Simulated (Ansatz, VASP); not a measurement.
**C: VASP beside Ansatz**

```
C
1.0
     2.53073    0.00000    0.00000
     0.00000    2.53073    0.00000
     0.00000    0.00000    3.09780
C
3
Cartesian
  0.0000 0.0000 1.4316
  0.0000 1.2654 2.9930
  1.2654 0.0000 2.9930
```

Alike in both runs: task single point; functional PBE; k mesh 6 × 6 × 6; occupations gaussian, width 0.1 eV; no spin polarisation.

|  | VASP | Ansatz |
| --- | --- | --- |
| version | VASP 6.6.1 | Ansatz 0.2.0 |
| potentials or method | VASP PAW PBE potentials, release 64 (C) | scalar-relativistic, plane waves, PAW |
| plane-wave cutoff (eV) | 520 | 420 |
| valence electrons in the cell | 12 | 12 |

VASP gave:

```
gap on the k mesh at the Fermi level (eV)       : none
pressure (GPa)                                  : -8.0
largest component of the traceless stress (GPa) : 14.72
rms of the force components (eV/Å)              : 0.112
```

Question: Estimate Ansatz's values.

Answer: gap on the k mesh at the Fermi level (eV): none; pressure (GPa): -8.1; largest component of the traceless stress (GPa): 14.76; rms of the force components (eV/Å): 0.113.

Atom by atom the forces differ by 0.000 eV/Å (rms over components). A gap of «none» marks a metal or a gap that the smearing closes. With one functional, cell and mesh, what is left measures potentials, basis and numerics.

Caveats: the k mesh is coarse (spacing up to 0.41 Å⁻¹), so the values aren't converged.
